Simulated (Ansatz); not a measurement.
This guess for C is about to be relaxed.

```
C
1.0
     5.85155    0.00000    0.00000
    -2.92578    5.06759    0.00000
     0.00000    0.00000    2.21633
C
12
Direct
  0.85027 0.53883 0.78300
  0.68855 0.53883 0.21700
  0.31145 0.85027 0.21700
  0.68855 0.14973 0.78300
  0.14973 0.68855 0.78300
  0.53883 0.68855 0.21700
  0.46117 0.14973 0.21700
  0.31145 0.46117 0.78300
  0.14973 0.46117 0.21700
  0.53883 0.85027 0.78300
  0.85027 0.31145 0.21700
  0.46117 0.31145 0.78300
```

These are results of Ansatz, DFT PBE, scalar-relativistic, plane waves, PAW, not measurements. Cutoff 420 eV, Gaussian smearing, Γ-centred meshes. Cell and atoms relax first on a coarse mesh and then on a converged one. In between, the cell is made exact in the group found at 0.06 Å. The steps can't lower the symmetry of their start. No spin polarisation in the relaxation; trial moments died out in a coarse test.

A guess keeps its type if space group and coordination stay and the shape of the cell changes little (axis ratios within about 15 %, angles within 6°); the volume may change.

Task: Does this structure survive the relaxation?

Result: It doesn't keep its type. The symmetry goes from P-31m (No. 162) to P6_3/mcm (No. 193). The volume per atom grows by 113.2 %, from 5.5 to 11.7 Å³. The shortest distance goes from 1.35 Å (C–C) to 1.43 Å (C–C). Counting neighbours within 15 % of an atom's shortest distance, the start has C 2 and the end C 3. In detail, at the end around C lie 3 C at 1.43–1.44 Å.

Space group P6_3/mcm (No. 193). a = 8.096 Å, b = 8.096 Å, c = 2.468 Å, α = 90.00°, β = 90.00°, γ = 120.00°
```
atom  site  symmetry       x       y       z
   C   12j       m..  0.8974  0.7047  0.7500
```

Energies count from the standard state of C at the same level.

Task: At what energy does it end?

Result: +0.480 eV/atom. It lies above the standard state, so it could only be metastable.

The last run used a 6×6×16 mesh (in the run's order of axes) for its 12-atom cell and Gaussian smearing of 0.10 eV. Weakly bound directions are ill-defined at this level, which has no dispersion term. Kohn–Sham gaps at this level usually fall short of measured ones. The reference form of C is held partly by dispersion forces, which this level lacks. A band path finds a smaller gap than this mesh does: 0.02 eV. A structure relaxed within its symmetry needn't be a true minimum. Another cell of C relaxed alike, in Cmce, lies 137 meV/atom lower, so this cell isn't the stable form at this level.
